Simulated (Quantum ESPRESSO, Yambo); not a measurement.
# ZrSe2 (1T monolayer): a self-consistent loop beyond G0W0, cycle by cycle, part 2 of 2

Aim: iterate the self-energy on ZrSe2 (1T monolayer) and follow the gap from cycle to cycle.

Quantum ESPRESSO 7.5 and Yambo 5.3.0; PBE and many-body steps on it, plane waves. Known limits of the many-body steps: not at the basis limit; no spin-orbit coupling.

So far. Step 4 (G0W0): The gap on the mesh goes from 0.53 eV to 1.50 eV, a correction of +0.97 eV. Step 5 (evGW0, cycle 1): Against G0W0 in Yambo (6×6×1 mesh, 87 bands, screening to 74.8 eV, Godby-Needs plasmon pole), the gap moves by +0.232 eV.

## Step 6: evGW0, cycle 2

Level of this step: evGW0 on PBE, plane waves, norm-conserving pseudopotentials (Yambo).

The corrected levels of the last cycle go back in.

Input file gw4.in:

```
HF_and_locXC
gw0
dyson
ppa
em1d
rim_cut
rim_w
RandQpts= 3000000
RandGvec= 100 RL
CUTGeo= "slab z"
RandGvecW= 9 RL
EXXRLvcs= 104 Ry
VXCRLvcs= 416 Ry
Chimod= "HARTREE"
% BndsRnXp
 1 | 87 |
%
NGsBlkXp= 5.5 Ry
% LongDrXp
 1 | 1 | 0 |
%
% GbndRnge
 1 | 87 |
%
DysSolver= "n"
ExtendOut
PPAPntXp= 27.21138 eV
% QPkrange
 1 | 7 | 28 | 33 |
%
GfnQPdb= "E < ./gw3_fix/ndb.QP"
```

Run with:

```sh
$ OMP_NUM_THREADS=2 mpirun -n 4 yambo -F gw4.in -J gw4,gw1_W -C gw4 > gw4.log
```

The log of the run:

```text
 Yambo, version 5.3.0

 [02] CORE Variables Setup
 =========================

  [... cell, symmetries and grids as in the set-up ...]

  [02.05] Energies & Occupations
  ==============================

  [X] === General ===
  [X] Electronic Temperature                        :  0.000000  0.000000 [eV K]
  [X] Bosonic    Temperature                        :  0.000000  0.000000 [eV K]
  [X] Finite Temperature mode                       : no
  [X] El. density                                   :  0.29858E+24 [cm-3]
[...]
Sx RL components                                 :  24321

  QP @ state[ 1 ] K range                          :   1   7
  QP @ state[ 1 ] b range                          :   28   33
  GF energies kind                                 : Perdew, Burke & Ernzerhof(X)+Perdew, Burke & Ernzerhof(C)+ E < ./gw2/ndb.QP + @E Fit+ E < ./gw3_fix/
  GF WF`s kind                                     : Perdew, Burke & Ernzerhof(X)+Perdew, Burke & Ernzerhof(C)
  Xs energies kind                                 : Perdew, Burke & Ernzerhof(X)+Perdew, Burke & Ernzerhof(C)
  Xs WF`s kind                                     : Perdew, Burke & Ernzerhof(X)+Perdew, Burke & Ernzerhof(C)

 [16] Game Over & Game summary
```

It took 12 min on 4 MPI ranks of Arm Neoverse V1, shared host; peak memory 5.9 GiB.

Numbers from this step:

- quasiparticle gap on the mesh: 1.783 eV
- gap of the density functional on the mesh: 0.5296 eV
- k of the valence top: 0, 0, 0
- k of the conduction bottom: 0, -0.5, 0
- least direct quasiparticle gap on the computed points: 2.618 eV

Against the cycle before, the gap moves by +0.050 eV.

The program's own table gives 2.051 eV, which is too large where the input levels are shifted: this version takes Σc at the unshifted level E₀, yet steps from the shifted one. The value above is the Newton step from E₀, E₀ + Z(Σc + Σx − Vxc), rebuilt from the printed columns.

## Step 7: evGW0, cycle 3

gw5.in, as its differences from gw4.in of step 6:

```diff
@@ -30,2 +30,2 @@
 %
-GfnQPdb= "E < ./gw3_fix/ndb.QP"
+GfnQPdb= "E < ./gw4_fix/ndb.QP"
```

Run with:

```sh
$ OMP_NUM_THREADS=2 mpirun -n 4 yambo -F gw5.in -J gw5,gw1_W -C gw5 > gw5.log
```

The log of the run:

```text
 Yambo, version 5.3.0

 [02] CORE Variables Setup
 =========================

  [... cell, symmetries and grids as in the set-up ...]

  [02.05] Energies & Occupations
  ==============================

  [X] === General ===
  [X] Electronic Temperature                        :  0.000000  0.000000 [eV K]
  [X] Bosonic    Temperature                        :  0.000000  0.000000 [eV K]
  [X] Finite Temperature mode                       : no
  [X] El. density                                   :  0.29858E+24 [cm-3]
[...]
Sx RL components                                 :  24321

  QP @ state[ 1 ] K range                          :   1   7
  QP @ state[ 1 ] b range                          :   28   33
  GF energies kind                                 : Perdew, Burke & Ernzerhof(X)+Perdew, Burke & Ernzerhof(C)+ E < ./gw2/ndb.QP + @E Fit+ E < ./gw3_fix/
  GF WF`s kind                                     : Perdew, Burke & Ernzerhof(X)+Perdew, Burke & Ernzerhof(C)
  Xs energies kind                                 : Perdew, Burke & Ernzerhof(X)+Perdew, Burke & Ernzerhof(C)
  Xs WF`s kind                                     : Perdew, Burke & Ernzerhof(X)+Perdew, Burke & Ernzerhof(C)

 [16] Game Over & Game summary
```

Elapsed: 8.1 min, on 4 MPI ranks; peak memory 6 GiB; 37 min of CPU time.

Numbers from this step:

```yaml
quasiparticle_gap_on_the_mesh: 1.794 eV
gap_of_the_density_functional_on_the_mesh: 0.5296 eV
k_of_the_valence_top: 0, 0, 0
k_of_the_conduction_bottom: 0, -0.5, 0
least_direct_quasiparticle_gap_on_the_computed_points: 2.631 eV
```

Against the cycle before, the gap moves by +0.011 eV.

The program's own table gives 2.071 eV, which is too large where the input levels are shifted: this version takes Σc at the unshifted level E₀, yet steps from the shifted one. The value above is the Newton step from E₀, E₀ + Z(Σc + Σx − Vxc), rebuilt from the printed columns.

## Step 8: evGW, cycle 1

This step: evGW on PBE, plane waves, norm-conserving pseudopotentials.

gw6.in, as its differences from gw5.in of step 7:

```diff
@@ -30,2 +30,3 @@
 %
-GfnQPdb= "E < ./gw4_fix/ndb.QP"
+GfnQPdb= "E < ./gw2/ndb.QP"
+XfnQPdb= "E < ./gw2/ndb.QP"
```

Run with:

```sh
$ OMP_NUM_THREADS=2 mpirun -n 4 yambo -F gw6.in -J gw6 -C gw6 > gw6.log
```

The log of the run:

```text
 Yambo, version 5.3.0

 [02] CORE Variables Setup
 =========================

  [... cell, symmetries and grids as in the set-up ...]

  [02.05] Energies & Occupations
  ==============================

  [X] === General ===
  [X] Electronic Temperature                        :  0.000000  0.000000 [eV K]
  [X] Bosonic    Temperature                        :  0.000000  0.000000 [eV K]
  [X] Finite Temperature mode                       : no
  [X] El. density                                   :  0.29858E+24 [cm-3]
[...]
Sx RL components                                 :  24321

  QP @ state[ 1 ] K range                          :   1   7
  QP @ state[ 1 ] b range                          :   28   33
  GF energies kind                                 : Perdew, Burke & Ernzerhof(X)+Perdew, Burke & Ernzerhof(C)+ E < ./gw2/ndb.QP + @E Fit
  GF WF`s kind                                     : Perdew, Burke & Ernzerhof(X)+Perdew, Burke & Ernzerhof(C)
  Xs energies kind                                 : Perdew, Burke & Ernzerhof(X)+Perdew, Burke & Ernzerhof(C)
  Xs WF`s kind                                     : Perdew, Burke & Ernzerhof(X)+Perdew, Burke & Ernzerhof(C)

 [18] Game Over & Game summary
```

Wall time 8.5 min (4 MPI ranks); peak memory 6 GiB.

This step gave:

```
quasiparticle gap on the mesh                         : 2.036 eV
gap of the density functional on the mesh             : 0.5296 eV
k of the valence top                                  : 0, 0, 0
k of the conduction bottom                            : 0, -0.5, 0
least direct quasiparticle gap on the computed points : 2.888 eV
```

Against G0W0 in Yambo (6×6×1 mesh, 87 bands, screening to 74.8 eV, Godby-Needs plasmon pole), the gap moves by +0.535 eV.

The program's own table gives 2.226 eV, which is too large where the input levels are shifted: this version takes Σc at the unshifted level E₀, yet steps from the shifted one. The value above is the Newton step from E₀, E₀ + Z(Σc + Σx − Vxc), rebuilt from the printed columns.

## Step 9: evGW, cycle 2

gw7.in, as its differences from gw6.in of step 8:

```diff
@@ -30,3 +30,3 @@
 %
-GfnQPdb= "E < ./gw2/ndb.QP"
-XfnQPdb= "E < ./gw2/ndb.QP"
+GfnQPdb= "E < ./gw6_fix/ndb.QP"
+XfnQPdb= "E < ./gw6_fix/ndb.QP"
```

Run with:

```sh
$ OMP_NUM_THREADS=2 mpirun -n 4 yambo -F gw7.in -J gw7 -C gw7 > gw7.log
```

The log of the run:

```text
 Yambo, version 5.3.0

 [02] CORE Variables Setup
 =========================

  [... cell, symmetries and grids as in the set-up ...]

  [02.05] Energies & Occupations
  ==============================

  [X] === General ===
  [X] Electronic Temperature                        :  0.000000  0.000000 [eV K]
  [X] Bosonic    Temperature                        :  0.000000  0.000000 [eV K]
  [X] Finite Temperature mode                       : no
  [X] El. density                                   :  0.29858E+24 [cm-3]
[...]
Sx RL components                                 :  24321

  QP @ state[ 1 ] K range                          :   1   7
  QP @ state[ 1 ] b range                          :   28   33
  GF energies kind                                 : Perdew, Burke & Ernzerhof(X)+Perdew, Burke & Ernzerhof(C)+ E < ./gw2/ndb.QP + @E Fit+ E < ./gw6_fix/
  GF WF`s kind                                     : Perdew, Burke & Ernzerhof(X)+Perdew, Burke & Ernzerhof(C)
  Xs energies kind                                 : Perdew, Burke & Ernzerhof(X)+Perdew, Burke & Ernzerhof(C)
  Xs WF`s kind                                     : Perdew, Burke & Ernzerhof(X)+Perdew, Burke & Ernzerhof(C)

 [18] Game Over & Game summary
```

Wall time 15 min (4 MPI ranks); peak memory 6.2 GiB; 55 min of CPU time.

This step gave:

```yaml
quasiparticle_gap_on_the_mesh: 2.259 eV
gap_of_the_density_functional_on_the_mesh: 0.5296 eV
k_of_the_valence_top: 0, 0, 0
k_of_the_conduction_bottom: 0, -0.5, 0
least_direct_quasiparticle_gap_on_the_computed_points: 3.141 eV
```

Against the cycle before, the gap moves by +0.223 eV.

The program's own table gives 2.518 eV, which is too large where the input levels are shifted: this version takes Σc at the unshifted level E₀, yet steps from the shifted one. The value above is the Newton step from E₀, E₀ + Z(Σc + Σx − Vxc), rebuilt from the printed columns.

## Step 10: Side by side

Times are wall times on 4 MPI ranks of Arm Neoverse V1, shared host. The host was busy with other work, so they are no guide to cost.

| run | mesh | bands | screening cutoff (eV) | DFT gap (eV) | gap on the mesh (eV) | direct (eV) | time |
| --- | --- | --- | --- | --- | --- | --- | --- |
| G0W0 | 6×6×1 | 87 | 74.8 | 0.530 | 1.501 | 2.273 | 6.3 min |
| evGW0, cycle 1 | 6×6×1 | 87 | 74.8 | 0.530 | 1.733 | 2.556 | 10 min |
| evGW0, cycle 2 | 6×6×1 | 87 | 74.8 | 0.530 | 1.783 | 2.618 | 12 min |
| evGW0, cycle 3 | 6×6×1 | 87 | 74.8 | 0.530 | 1.794 | 2.631 | 8.1 min |
| evGW, cycle 1 | 6×6×1 | 87 | 74.8 | 0.530 | 2.036 | 2.888 | 8.5 min |
| evGW, cycle 2 | 6×6×1 | 87 | 74.8 | 0.530 | 2.259 | 3.141 | 15 min |

## Step 11: Results

| Item | Value |
| --- | --- |
| G0W0 | 1.501 eV |
| evGW0, cycle 1 | 1.733 eV |
| evGW0, cycle 2 | 1.783 eV |
| evGW0, cycle 3 | 1.794 eV |
| evGW, cycle 1 | 2.036 eV |
| evGW, cycle 2 | 2.259 eV |
| known limits | not at the basis limit; no spin-orbit coupling |

In words: evGW0 ends at 1.79 eV, +0.29 eV from G0W0, after 3 cycles that took 30 min beside the first screening; the last moved the gap by 0.011 eV. evGW ends at 2.26 eV, +0.76 eV from G0W0, after 2 cycles that took 23 min beside the first screening; the last moved the gap by 0.223 eV, so the loop had not settled. Bands and cutoff are finite, so the gap is not at the basis limit. The miss can reach some tenths of an eV and take either sign; the mesh is an error of its own. The many-body steps are scalar-relativistic: spin-orbit coupling is not in them.

[Paths, hosts, dates, memory and timing lines, banners, echoed tables and standing remarks are left out of the program output.]

[Logs are printed without paths, hosts, clocks, repeated set-up lines and the standing remarks that a program may print on its own settings, such as how far it seeks lower states.]

[Runs of the session that timed out or met a known fault of the program may be left out.]

[Hosts, paths, dates, database ids (printed as entryN), source tags and the programs' standing remarks are cut or masked in the printed files.]
